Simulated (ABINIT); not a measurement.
Here is an ABINIT 10.8.3 (patched build) calculation.

File run.abi:

```
# Datasets: ground state, then fixed potential
ndtset 2

# Pseudopotentials
pp_dirpath "./"
pseudos "As.LDA_PW-JTH_sp.xml, Ga.LDA_PW-JTH.xml"

# Structure
acell 3.9977696088 3.9977696088 3.9977696088 Angstrom
rprim
     0.0000000000     0.7071067812     0.7071067812
     0.7071067812     0.0000000000     0.7071067812
     0.7071067812     0.7071067812     0.0000000000
ntypat 2
znucl 33 31
natom 2
typat 1 2
xred
     0.7500000000     0.7500000000     0.7500000000
     0.0000000000     0.0000000000     0.0000000000

# Plane-wave basis
ecut 17.0
pawecutdg 34.0

# Exchange and correlation
ixc 2

# Bands and occupations
occopt 3
tsmear 0.00183747

# SCF cycle
nstep 100

# Output
iomode 3
prtwf 0
prteig 0
prtebands 0
enunit 1
prtden1 1

# Dataset 1
kptopt1 1
ngkpt1 8 8 8
nshiftk1 1
shiftk1 0.0 0.0 0.0
nband1 13
tolvrs1 1.0e-9

# Dataset 2: bands along G-X-W-K-G-L-U-W-L-K
iscf2 -2
getden2 1
nband2 17
nbdbuf2 2
tolwfr2 1.0e-12
kptopt2 -9
ndivsm2 5
prteig2 1
prtvol2 -3
kptbounds2
     0.0000000000     0.0000000000     0.0000000000
     0.5000000000     0.0000000000     0.5000000000
     0.5000000000     0.2500000000     0.7500000000
     0.3750000000     0.3750000000     0.7500000000
     0.0000000000     0.0000000000     0.0000000000
     0.5000000000     0.5000000000     0.5000000000
     0.6250000000     0.2500000000     0.6250000000
     0.5000000000     0.2500000000     0.7500000000
     0.5000000000     0.5000000000     0.5000000000
     0.3750000000     0.3750000000     0.7500000000
```

Potentials or basis: JTH PAW LDA v2.0 sp.

Launch:

```sh
$ abinit run.abi > log 2>&1
```

Question: Predict the band gap along the path.

Answer: 0.30 eV, direct.

Question: What does it give for the band gap on the k mesh?

Answer: 0.30 eV, direct.

Question: Estimate the pressure.

Answer: -1.8 GPa.

Levels at the corners of the path, in eV from the valence-band top:
| point | band 7 | band 8 | band 9 | band 10 | band 11 | band 12 |
| --- | --- | --- | --- | --- | --- | --- |
| Γ | 0.00 | 0.00 | 0.00 | 0.30 | 3.70 | 3.70 |
| X | -6.88 | -2.68 | -2.68 | 1.35 | 1.55 | 10.10 |
| W | -6.70 | -3.56 | -3.37 | 4.55 | 4.65 | 5.33 |
| K | -6.70 | -3.89 | -2.26 | 1.85 | 4.56 | 7.87 |
| Γ | 0.00 | 0.00 | 0.00 | 0.30 | 3.70 | 3.70 |
| L | -6.70 | -1.14 | -1.14 | 0.85 | 4.61 | 4.61 |
| U | -6.70 | -3.89 | -2.26 | 1.85 | 4.56 | 7.87 |
| W | -6.70 | -3.56 | -3.37 | 4.55 | 4.65 | 5.33 |
| L | -6.70 | -1.14 | -1.14 | 0.85 | 4.61 | 4.61 |
| K | -6.70 | -3.89 | -2.26 | 1.85 | 4.56 | 7.87 |

Caveat: this set keeps more shells in the core, which shifts pressures and gaps.

**Experimental background.**

“Evidence of valence band perturbations in GaAsN/GaAs(001): A combined variable-angle spectroscopic ellipsometry and modulated photoreflectance investigation”, 2008, arxiv:0805.2212 reports, for a bulk crystal of GaAs at 300 K: band gap 1.412 ± 0.01 eV (direct).

A measured gap of GaAs is 1.412 eV (direct; 300 K; “Evidence of valence band perturbations in GaAsN/GaAs(001): A combined variable-angle spectroscopic ellipsometry and modulated photoreflectance investigation”, 2008, arxiv:0805.2212); the calculated 0.30 eV misses it by -1.12 eV. So large a miss can be the level of theory's own, or it may mean another phase, state or a wrong row. 3 values of this kind are on record (1.412 to 1.51 eV); this one was drawn at random among those near their median, those with a stated uncertainty first. Spin-orbit coupling on As, Ga is left out. The value is that of LDA-PZ, without temperature or zero-point motion. Semilocal functionals fall short of measured gaps as a rule.
